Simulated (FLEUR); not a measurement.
# Ag (Fm-3m) in FLEUR: a series of runs

Runs on Ag. Level: PBE. Tasks: band structure, equation of state.

All numbers are computed with FLEUR MaX-R8.1 (later development tree); they aren't measurements. Logs are shortened: lines on timing, memory, paths and dates and some standing lists are left out, and cuts for length are marked.

## Step 1: Starting point

The structure is cubic, space group Fm-3m (No. 225). The conventional cell has a = 4.085 Å, b = 4.085 Å, c = 4.085 Å, α = 90.00°, β = 90.00°, γ = 90.00°. Ag (site symmetry m-3m) is surrounded by 12 Ag at 2.89 Å.

## Step 2: Band structure, PBE

Input file inp.xml:

```xml
<?xml version="1.0" encoding="UTF-8" standalone="no"?>
<fleurInput fleurInputVersion="0.39">
   <comment>
      Ag                                                                                                  
   </comment>
   <calculationSetup>
      <cutoffs Kmax="5.0" Gmax="25.0" GmaxXC="25.0" numbands="0"/>
      <scfLoop itmax="60" minDistance="0.00001" maxIterBroyd="15" imix="Anderson" alpha="0.05" precondParam="0.0" spinf="2.0" sdNocoIR="T"/>
      <coreElectrons ctail="T" frcor="F" kcrel="0" coretail_lmax="0"/>
      <xcFunctional name="pbe" relativisticCorrections="F"/>
      <magnetism jspins="1"/>
      <soc l_soc="F" theta="0.0" phi="0.0" spav="F"/>
      <expertModes spex="0" secvar="F"/>
      <geometryOptimization l_f="F" forcealpha="1.0" forcemix="BFGS" epsdisp="0.00001" epsforce="0.00001"/>
      <ldaU l_linMix="F" mixParam="0.05" spinf="1.0"/>
   </calculationSetup>
   <cell>
      <bzIntegration valenceElectrons="19.0" mode="hist" fermiSmearingEnergy="0.00183747">
         <kPointListSelection listName="default-1"/>
         <!-- k-points included here -->
         <xi:include xmlns:xi="http://www.w3.org/2001/XInclude" href="kpts.xml"> </xi:include>
      </bzIntegration>
      <!-- symmetry operations included here -->
      <xi:include xmlns:xi="http://www.w3.org/2001/XInclude" href="sym.xml"> </xi:include>
      <bulkLattice scale="1.0">
         <bravaisMatrix>
            <row-1>    0.0000000000000000     3.8602380410266495     3.8602380410266495</row-1>
            <row-2>    3.8602380410266495     0.0000000000000000     3.8602380410266495</row-2>
            <row-3>    3.8602380410266495     3.8602380410266495     0.0000000000000000</row-3>
         </bravaisMatrix>
      </bulkLattice>
   </cell>
   <atomSpecies>
      <species name="Silver (Ag)" element="Ag" atomicNumber="47">
         <mtSphere radius="2.53" gridPoints="837" logIncrement="0.015"/>
         <atomicCutoffs lmax="13" lnonsphr="8"/>
         <electronConfig flipSpins="F">
            <coreConfig>(1s1/2) (2s1/2) (2p1/2) (2p3/2) (3s1/2) (3p1/2) (3p3/2) (3d3/2) (3d5/2)</coreConfig>
            <valenceConfig>(4s1/2) (4p1/2) (4p3/2) (5s1/2) (4d3/2) (4d5/2)</valenceConfig>
            <stateOccupation state="(5s1/2)" spinUp="0.500000" spinDown="0.500000"/>
         </electronConfig>
         <energyParameters s="5" p="5" d="4" f="4"/>
         <lo type="SCLO" l="0" n="4" eDeriv="0"/>
         <lo type="SCLO" l="1" n="4" eDeriv="0"/>
         <lo type="SCLO" l="1" n="4" eDeriv="1"/>
         <lo type="SCLO" l="2" n="4" eDeriv="2"/>
         <lo type="SCLO" l="3" n="4" eDeriv="2"/>
      </species>
   </atomSpecies>
   <atomGroups>
      <atomGroup species="Silver (Ag)">
         <relPos label="                   1">.0000000000 .0000000000 .0000000000</relPos>
         <force calculate="T" relaxXYZ="TTT"/>
      </atomGroup>
   </atomGroups>
   <output dos="F" band="F" slice="F">
      <checks vchk="F" cdinf="F"/>
      <bandDOS minEnergy="-.5*Htr" maxEnergy="0.5*Htr" sigma="0.015" storeEVData="T"/>
      <vacuumDOS vacdos="F" integ="F" star="F" nstars="0" locx1="0.0" locy1="0.0" locx2="0.0" locy2="0.0" nstm="0" tworkf="0.0"/>
      <unfoldingBand unfoldBand="F" supercellX="1" supercellY="1" supercellZ="1"/>
      <plotting iplot="0" polar="F">
         <plot TwoD="T" vec1="  1.0  0.0  0.0" vec2="  0.0  1.0  0.0" vec3="  0.0  0.0  1.0" zero="  0.0  0.0  0.0" file="plot"/>
      </plotting>
      <chargeDensitySlicing numkpt="0" minEigenval="0.0" maxEigenval="0.0" nnne="0" pallst="F"/>
      <specialOutput eonly="F"/>
      <moessbauerParams electricFieldGradient="T" isomerShift="T" coreHyperfine="T" valenceHyperfine="T"/>
      <magneticCircularDichroism mcd="F" energyLo="-10.0" energyUp="0.0"/>
   </output>
  <!-- We include the file relax.xml here to enable relaxations (see documentation) -->
  <xi:include xmlns:xi="http://www.w3.org/2001/XInclude" href="relax.xml"> <xi:fallback/> </xi:include>
</fleurInput>
```

Input file crystal.txt:

```
Ag
&input cartesian=F /
0.0000000000  2.0427500000  2.0427500000
2.0427500000  0.0000000000  2.0427500000
2.0427500000  2.0427500000  0.0000000000
1.8897261246
1.0 1.0 1.0

1
47 0.0000000000  0.0000000000  0.0000000000

&kpt div1=11 div2=11 div3=11 gamma=T /
```

Input file inp.xml (bands):

```
<?xml version="1.0" encoding="UTF-8" standalone="no"?>
<fleurInput fleurInputVersion="0.39">
   <comment>
      Ag                                                                                                  
   </comment>
   <calculationSetup>
      <cutoffs Kmax="5.0" Gmax="25.0" GmaxXC="25.0" numbands="0"/>
      <scfLoop itmax="60" minDistance="0.00001" maxIterBroyd="15" imix="Anderson" alpha="0.05" precondParam="0.0" spinf="2.0" sdNocoIR="T"/>
      <coreElectrons ctail="T" frcor="F" kcrel="0" coretail_lmax="0"/>
      <xcFunctional name="pbe" relativisticCorrections="F"/>
      <magnetism jspins="1"/>
      <soc l_soc="F" theta="0.0" phi="0.0" spav="F"/>
      <expertModes spex="0" secvar="F"/>
      <geometryOptimization l_f="F" forcealpha="1.0" forcemix="BFGS" epsdisp="0.00001" epsforce="0.00001"/>
      <ldaU l_linMix="F" mixParam="0.05" spinf="1.0"/>
   </calculationSetup>
   <cell>
      <bzIntegration valenceElectrons="19.0" mode="hist" fermiSmearingEnergy="0.00183747">
         <kPointListSelection listName="path-1"/>
         <!-- k-points included here -->
         <xi:include xmlns:xi="http://www.w3.org/2001/XInclude" href="kpts.xml"> </xi:include>
      </bzIntegration>
      <!-- symmetry operations included here -->
      <xi:include xmlns:xi="http://www.w3.org/2001/XInclude" href="sym.xml"> </xi:include>
      <bulkLattice scale="1.0">
         <bravaisMatrix>
            <row-1>    0.0000000000000000     3.8602380410266495     3.8602380410266495</row-1>
            <row-2>    3.8602380410266495     0.0000000000000000     3.8602380410266495</row-2>
            <row-3>    3.8602380410266495     3.8602380410266495     0.0000000000000000</row-3>
         </bravaisMatrix>
      </bulkLattice>
   </cell>
   <atomSpecies>
      <species name="Silver (Ag)" element="Ag" atomicNumber="47">
         <mtSphere radius="2.53" gridPoints="837" logIncrement="0.015"/>
         <atomicCutoffs lmax="13" lnonsphr="8"/>
         <electronConfig flipSpins="F">
            <coreConfig>(1s1/2) (2s1/2) (2p1/2) (2p3/2) (3s1/2) (3p1/2) (3p3/2) (3d3/2) (3d5/2)</coreConfig>
            <valenceConfig>(4s1/2) (4p1/2) (4p3/2) (5s1/2) (4d3/2) (4d5/2)</valenceConfig>
            <stateOccupation state="(5s1/2)" spinUp="0.500000" spinDown="0.500000"/>
         </electronConfig>
         <energyParameters s="5" p="5" d="4" f="4"/>
         <lo type="SCLO" l="0" n="4" eDeriv="0"/>
         <lo type="SCLO" l="1" n="4" eDeriv="0"/>
         <lo type="SCLO" l="1" n="4" eDeriv="1"/>
         <lo type="SCLO" l="2" n="4" eDeriv="2"/>
         <lo type="SCLO" l="3" n="4" eDeriv="2"/>
      </species>
   </atomSpecies>
   <atomGroups>
      <atomGroup species="Silver (Ag)">
         <relPos label="                   1">.0000000000 .0000000000 .0000000000</relPos>
         <force calculate="T" relaxXYZ="TTT"/>
      </atomGroup>
   </atomGroups>
   <output dos="F" band="T" slice="F">
      <checks vchk="F" cdinf="F"/>
      <bandDOS minEnergy="-.5*Htr" maxEnergy="0.5*Htr" sigma="0.015" storeEVData="T"/>
      <vacuumDOS vacdos="F" integ="F" star="F" nstars="0" locx1="0.0" locy1="0.0" locx2="0.0" locy2="0.0" nstm="0" tworkf="0.0"/>
      <unfoldingBand unfoldBand="F" supercellX="1" supercellY="1" supercellZ="1"/>
      <plotting iplot="0" polar="F">
         <plot TwoD="T" vec1="  1.0  0.0  0.0" vec2="  0.0  1.0  0.0" vec3="  0.0  0.0  1.0" zero="  0.0  0.0  0.0" file="plot"/>
      </plotting>
      <chargeDensitySlicing numkpt="0" minEigenval="0.0" maxEigenval="0.0" nnne="0" pallst="F"/>
      <specialOutput eonly="F"/>
      <moessbauerParams electricFieldGradient="T" isomerShift="T" coreHyperfine="T" valenceHyperfine="T"/>
      <magneticCircularDichroism mcd="F" energyLo="-10.0" energyUp="0.0"/>
   </output>
  <!-- We include the file relax.xml here to enable relaxations (see documentation) -->
  <xi:include xmlns:xi="http://www.w3.org/2001/XInclude" href="relax.xml"> <xi:fallback/> </xi:include>
</fleurInput>
```

Potentials or basis: all-electron, FLAPW.

Started as:

```
> inpgen -f crystal.txt -profile precise
> # inp.xml edited to the form shown
> fleur_MPI
> fleur_MPI   # second run, on inp.xml (bands)
```

Output:

```text
Welcome to FLEUR        (www.flapw.de)
      MaX-Release 8.1          (www.max-centre.eu)

 ========== k-point set info ==========
 Selected k-point list: default-1
 k-point list type: mesh
 11 x 11 x 11
 Number of k points: 56

 ------------Calculation Setup---------------------------
 Number of MPI-tasks      :            1
 Number of PE/node        :            1
 Number of OMP-threads    :            1
 Most efficient MPI parallelization for:
           1           2           4           7           8          14          28          56
 Additional eigenvalue parallelization possible
 Number of basis functions:          294
 Approximate size of matrices (H+S) per k-point:         0.001 GB
 --------------------------------------------------------
 Iteration:     1   Distance:      10.98812376 me/bohr^3
 Iteration:     2   Distance:       9.38785242 me/bohr^3
 Iteration:     3   Distance:       3.63044510 me/bohr^3
 Iteration:     4   Distance:       1.92837412 me/bohr^3
 Iteration:     5   Distance:       1.29711012 me/bohr^3
 Iteration:     6   Distance:       0.20224296 me/bohr^3
 Iteration:     7   Distance:       0.10094230 me/bohr^3
 Iteration:     8   Distance:       0.00528993 me/bohr^3
 Iteration:     9   Distance:       0.00280568 me/bohr^3
 Iteration:    10   Distance:       0.00053204 me/bohr^3
 Iteration:    11   Distance:       0.00001312 me/bohr^3
 Iteration:    12   Distance:       0.00001199 me/bohr^3
 Iteration:    13   Distance:       0.00000033 me/bohr^3

 ********************************************************************
 Run finished successfully
 Stop message:
   all done
 ********************************************************************
```

output (bands):

```text
Welcome to FLEUR        (www.flapw.de)
      MaX-Release 8.1          (www.max-centre.eu)

 ========== k-point set info ==========
 Selected k-point list: path-1
 k-point list type: path
 Number of k points: 60

 ------------Calculation Setup---------------------------
 Number of MPI-tasks      :            1
 Number of PE/node        :            1
 Number of OMP-threads    :            1
 Most efficient MPI parallelization for:
           1           2           3           4           5           6          10          12          15          20          30          60
 Additional eigenvalue parallelization possible
 Number of basis functions:          294
 Approximate size of matrices (H+S) per k-point:         0.001 GB
 --------------------------------------------------------
 Fermi energy correction for insulators:
 No automatic correction of the Fermi energy has been performed.

 Note: Band structure data (together with different weights) is also stored in the banddos.hdf file.
       A convenient way of extracting and plotting the data from that file is by making use of the

 ********************************************************************
 Run finished successfully
 Stop message:
   Charge density postprocessing done.
 ********************************************************************
```

out.xml (last iteration):

```text
<iteration numberForCurrentRun="   13" overallNumber="   13">
         <energyParameters units="Htr">
            <atomicEP atomType="1" spin="1" branch="5s" branchLowest="-2.97" branchHighest="1.56" value="0.3065958024"/>
            <atomicEP atomType="1" spin="1" branch="5p" branchLowest="-1.62" branchHighest="2.21" value="0.4547063324"/>
            <atomicEP atomType="1" spin="1" branch="4d" branchLowest="-12.65" branchHighest="0.37" value="0.2490287518"/>
            <atomicEP atomType="1" spin="1" branch="4f" branchLowest="-9.99" branchHighest="2.35" value="0.7615788308"/>
            <loAtomicEP atomType="1" spin="1" branch="4s" branchLowest="-24.60" branchHighest="-2.97" value="-2.9776307277"/>
            <loAtomicEP atomType="1" spin="1" branch="4p" branchLowest="-19.96" branchHighest="-1.62" value="-1.6402574641"/>
            <loAtomicEP atomType="1" spin="1" branch="4p" branchLowest="-19.96" branchHighest="-1.62" value="-1.6402574641"/>
            <loAtomicEP atomType="1" spin="1" branch="4d" branchLowest="-12.65" branchHighest="0.37" value="0.2423493056"/>
            <loAtomicEP atomType="1" spin="1" branch="4f" branchLowest="-9.99" branchHighest="2.35" value="0.7615801394"/>
         </energyParameters>
         <eigenvalues>
            <eigenvaluesAt spin="1" ikpt="1" k_x="0.00000000" k_y="0.00000000" k_z="0.00000000">
                      -2.9782640655       -1.6325207351       -1.6325207351       -1.6325207351        0.1161046268
                       0.2258949941        0.2258949941        0.2258949941        0.2640486623        0.2640486623
                       0.9856148243        1.1173155446        1.1173155446        1.1173155446        1.3014342944
            </eigenvaluesAt>
            <eigenvaluesAt spin="1" ikpt="2" k_x="0.00000000" k_y="0.00000000" k_z="0.09090909">
                      -2.9782140573       -1.6330011576       -1.6325934289       -1.6325934289        0.1255062964
                       0.2238590975        0.2284151026        0.2284151026        0.2631572169        0.2631572169
                       0.9847904369        1.0534253610        1.1214736120        1.1214736120        1.2816458769
            </eigenvaluesAt>
            <eigenvaluesAt spin="1" ikpt="3" k_x="0.00000000" k_y="0.00000000" k_z="0.18181818">
                      -2.9780796998       -1.6342877227       -1.6327883383       -1.6327883383        0.1499920479
                       0.2225413761        0.2329321768        0.2329321768        0.2634996159        0.2634996159
                       0.9060755747        1.0178501436        1.1276026284        1.1276026284        1.2363091891
            </eigenvaluesAt>
            <eigenvaluesAt spin="1" ikpt="4" k_x="0.00000000" k_y="0.00000000" k_z="0.27272727">
[... 21 lines left out ...]
            <state n="3" l="1" j="0.5" energy="-20.7462264839" weight="1.0000000000"/>
            <state n="3" l="1" j="1.5" energy="-19.6090221685" weight="2.0000000000"/>
            <state n="3" l="2" j="1.5" energy="-12.7914875433" weight="2.0000000000"/>
            <state n="3" l="2" j="2.5" energy="-12.5624701064" weight="3.0000000000"/>
         </coreStates>
         <allElectronCharges>
            <spinDependentCharge spin="1" total="47.0000000" interstitial="1.1644862" mtSpheres="45.8355138"/>
            <totalCharge value="46.9999999996"/>
         </allElectronCharges>
         <moessbauerParams unitsHFF="kG" unitsIS="e/bohr^3" unitsEFG="Htr/bohr^2">
            <coreIsomerShift atomType="1" isTotal="147445.60921">
               <shell n="1" l="0" isomerShift="129458.54531"/>
               <shell n="2" l="0" isomerShift="14817.12993"/>
               <shell n="2" l="1" isomerShift="309.83428"/>
               <shell n="3" l="0" isomerShift="2797.40571"/>
               <shell n="3" l="1" isomerShift="62.69397"/>
               <shell n="3" l="2" isomerShift="0.00001"/>
            </coreIsomerShift>
            <isomerShift atomType="1" nucleusRadius="0.0001124" averageDensity="147993.42868"/>
            <electricFieldGradient atomType="1" VXX="0.00000" VYY="0.00000" VZZ="0.00000" asymParam="0.00000">
            </electricFieldGradient>
         </moessbauerParams>
         <totalEnergy                                    value="    -5317.3077416654" units="Htr">
            <sumOfEigenvalues                            value="    -3176.0305450492">
               <coreElectrons value="-3162.9383694384"/>
               <valenceElectrons value="-13.0921756108"/>
            </sumOfEigenvalues>
            <densityCoulombPotentialIntegral value="-8545.1345369444"/>
            <densityEffectivePotentialIntegral value="-8740.1699777154"/>
            <chargeDenXCDenIntegral value="-149.5057428871"/>
            <FockExchangeEnergyValence value="0.0000000000"/>
            <FockExchangeEnergyCore value="0.0000000000"/>
            <atomTypeDependentContributions atomType="1">
               <electronNucleiInteractionDifferentMTs value="6438.8271474530"/>
               <MadelungTerm value="-20.5470155193"/>
            </atomTypeDependentContributions>
            <tkbTimesEntropy value="0.0000998045"/>
            <freeEnergy value="-5317.3078414699"/>
            <extrapolationTo0K value="-5317.3077915677"/>
         </totalEnergy>
         <densityConvergence units="me/bohr^3">
            <chargeDensity spin="1" distance="0.0000003343"/>
         </densityConvergence>
      </iteration>
```

Wall time 27 s (1 thread of Arm Neoverse V2, shared host); peak memory 0.09 GiB.

Results:

```
Free energy                                           : -144691.3175 eV
Band gap along the path                               : none (metal or under the smearing width)
Valence electrons inside the program's atomic spheres : Ag 17.84 (radii Ag 2.53 bohr)
```

Levels at the corners of the path, in eV from the Fermi level:
| point | band 7 | band 8 | band 9 | band 10 | band 11 | band 12 |
| --- | --- | --- | --- | --- | --- | --- |
| Γ | -5.04 | -5.04 | -4.00 | -4.00 | 15.63 | 19.22 |
| X | -3.24 | -2.99 | -2.99 | 1.35 | 6.50 | 10.40 |
| W | -5.32 | -4.00 | -2.99 | 5.71 | 5.71 | 6.74 |
| K | -4.32 | -3.78 | -3.28 | 4.05 | 5.01 | 6.90 |
| Γ | -5.04 | -5.04 | -4.00 | -4.00 | 15.63 | 19.22 |
| L | -5.06 | -3.20 | -3.20 | -0.66 | 3.36 | 14.90 |
| U | -4.32 | -3.78 | -3.28 | 4.05 | 5.01 | 6.90 |
| W | -5.32 | -4.00 | -2.99 | 5.71 | 5.71 | 6.74 |
| L | -5.06 | -3.20 | -3.20 | -0.66 | 3.36 | 14.90 |
| K | -4.32 | -3.78 | -3.28 | 4.05 | 5.01 | 6.90 |
| U | -4.32 | -3.78 | -3.28 | 4.05 | 5.01 | 6.90 |
| X | -3.24 | -2.99 | -2.99 | 1.35 | 6.50 | 10.40 |

Core levels (eV from the Fermi level):
| atom | levels |
| --- | --- |
| 1 Ag | 1s1/2 -25313.1, 2s1/2 -3723.9, 2p1/2 -3460.3, 2p3/2 -3284.9, 3s1/2 -680.6, 3p1/2 -575.7, 3p3/2 -544.8, 3d3/2 -359.3, 3d5/2 -353.0 |

## Step 3: Equation of state, PBE, 16.03 Å³/atom (volume scaled by 0.94)

Edit inp.xml of step 2 so:

```diff
@@ -24,3 +24,3 @@
       <xi:include xmlns:xi="http://www.w3.org/2001/XInclude" href="sym.xml"> </xi:include>
-      <bulkLattice scale="1.0">
+      <bulkLattice scale="0.9795861087">
          <bravaisMatrix>
@@ -34,3 +34,3 @@
       <species name="Silver (Ag)" element="Ag" atomicNumber="47">
-         <mtSphere radius="2.53" gridPoints="837" logIncrement="0.015"/>
+         <mtSphere radius="2.48" gridPoints="837" logIncrement="0.015"/>
          <atomicCutoffs lmax="13" lnonsphr="8"/>
```

Potentials or basis: all-electron, FLAPW.

Started as:

```
> inpgen -f crystal.txt -profile precise
> # inp.xml edited to the form shown
> fleur_MPI
```

It took 25 s on 1 thread of Arm Neoverse V2, shared host; peak memory 0.09 GiB.

It converged, with:

| Quantity | Value |
| --- | --- |
| Free energy | -144691.2637 eV |
| Band gap on the k mesh | none (metal or under the smearing width) |
| Valence electrons inside the program's atomic spheres | Ag 17.78 (radii Ag 2.48 bohr) |

[end of part 1 of 2]
